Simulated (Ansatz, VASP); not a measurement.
SnSe: VASP beside Ansatz

File INCAR:

```
PREC = Accurate
ENCUT = 520
EDIFF = 1E-6
ISMEAR = -1
SIGMA = 0.05
LREAL = F
LASPH = T
NELM = 100
ALGO = Normal
ISIF = 2
LWAVE = F
LCHARG = T
GGA = PE
LELF = T
LVHAR = T
NBANDS = 17
```

File KPOINTS:

```
regular mesh
0
Gamma
  7 7 7
```

POSCAR

```
SnSe
1.0
    0.0000000000      3.3216197609      3.3216197609
    3.3216197609      0.0000000000      3.3216197609
    3.3216197609      3.3216197609      0.0000000000
Sn Se
1 1
Direct
    0.0000000000      0.0000000000      0.0000000000
    0.7500000000      0.7500000000      0.7500000000
```

input.yaml

```yaml
crystal:
  lattice:
    - [0.0, 3.3216197609, 3.3216197609]
    - [3.3216197609, 0.0, 3.3216197609]
    - [3.3216197609, 3.3216197609, 0.0]
  atoms:
    - { symbol: Sn, position: [0.0, 0.0, 0.0] }
    - { symbol: Se, position: [0.75, 0.75, 0.75] }
hamiltonian:
  xc: pbe
  pseudopotentials: { kind: paw }
kpoints:
  mp_grid: { grid: [7, 7, 7] }
scf:
  occupations: { method: fermi_dirac, width: 0.05 }
output:
  forces: true
  stress: true
  eigenvalues: true
```

The cell was built by a generator and needn't be a form met in nature.

Alike in both runs: task single point; functional PBE; k mesh 7 × 7 × 7; occupations fermi-dirac, width 0.05 eV; no spin polarisation.

|  | VASP | Ansatz |
| --- | --- | --- |
| version | VASP 6.6.1 | Ansatz 0.2.0 |
| potentials or method | VASP PAW PBE potentials, release 64 (Sn_d, Se) | Ansatz PAW |
| plane-wave cutoff (eV) | 520 | 420 |
| valence electrons in the cell | 20 | 30 |

```tsv
	VASP	Ansatz	Ansatz less VASP
gap on the k mesh at the Fermi level (eV)	0.13	0.13	+0.001
least direct gap on the mesh (eV)	0.62	0.63	+0.001
pressure (GPa)	2.1	2.1	-0.01
```

The two sets of potentials don't hold the same shells in valence.

Caveats: spin-orbit coupling is left out, which moves the levels of the heavy elements; an odd mesh through Γ misses points on the zone boundary, where band edges often lie (VASP); odd divisions of the mesh miss points on the zone boundary, where band edges often lie, so the gap on the mesh can be too wide (Ansatz).
